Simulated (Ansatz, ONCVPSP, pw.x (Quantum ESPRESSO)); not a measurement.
## Equation-of-state test of one ONCV potential (Cl (Z = 17))

* Element: chlorine (Cl)
* Generator: ONCVPSP 4.0.1.1 (patched build)
* Type: optimised norm-conserving Vanderbilt (ONCV)
* Functional: PBE
* Relativity: scalar-relativistic
* Frozen core: [Ne]
* Valence charge: 7
* Reference configuration: 3s2 3p5
* Partial waves: 3s: rc 1.30 bohr, ncon 5, nbas 10, qcut 6.2 1/bohr, 2 projectors, debl 2 Ha; 3p: rc 1.30 bohr, ncon 4, nbas 8, qcut 6.9 1/bohr, 2 projectors, debl 1.1 Ha; d scattering state at 0.38 Ha: rc 1.36 bohr, ncon 4, nbas 8, qcut 7.5 1/bohr, 3 projectors, debl 3.7 Ha
* Local potential: polynomial inside 1.10 bohr (lpopt 3, dvloc0 0 Ha)
* Core correction: polynomial model core, fcfact 0.2

Crystal test: fcc Cl in pw.x 7.5, no spin, 13³ k-points, Fermi–Dirac smearing 0.01 Ry, cutoffs 50/200 Ry. The reference is all-electron LAPW (Ansatz 0.2.0) with the same functional, mesh and smearing; V0 and B0 come from Birch–Murnaghan fits to the pressures at five volumes. Errors are pseudo minus all-electron; Δ is the rms difference of the E(V) curves that follow from these fits, minima aligned, over ±6 % about the mean V0. Mesh and smearing are coarse, so the numbers serve the comparison and aren't converged zero-temperature values; the lattice is a test structure that the element need not adopt.

All-electron: a0 = 4.429 Å (V0 = 21.72 Å³/atom), B0 = 26.9 GPa.

Question: How far does the potential miss the all-electron equation of state?

Answer: mean pressure error (GPa): +0.01; a0 (Å): 4.430; a0 error (%): +0.02; B0 error (%): -1.2; Δ (meV/atom): 0.1.

```json
{"V (Å³/atom)": "20.679", "P all-electron (GPa)": "1.52", "P pseudo (GPa)": "1.51"}
{"V (Å³/atom)": "21.223", "P all-electron (GPa)": "0.66", "P pseudo (GPa)": "0.66"}
{"V (Å³/atom)": "21.767", "P all-electron (GPa)": "-0.06", "P pseudo (GPa)": "-0.04"}
{"V (Å³/atom)": "22.311", "P all-electron (GPa)": "-0.67", "P pseudo (GPa)": "-0.66"}
{"V (Å³/atom)": "22.855", "P all-electron (GPa)": "-1.19", "P pseudo (GPa)": "-1.17"}
```

Question: At the middle volume, how do free energy and pressure move when the wave cutoff is lowered (ecutrho kept at four times it)?

Answer:

```tsv
cutoff (Ry)	shift of F (meV/atom)	shift of P (GPa)
22	+421.9	-9.82
30	+77.9	+0.61
40	+13.2	-0.88
```

The run at the middle volume (84 k-points, 5 iterations) took about 19 s on one core of a shared host (Neoverse-N1, 64 threads, 124 GiB, load 59).
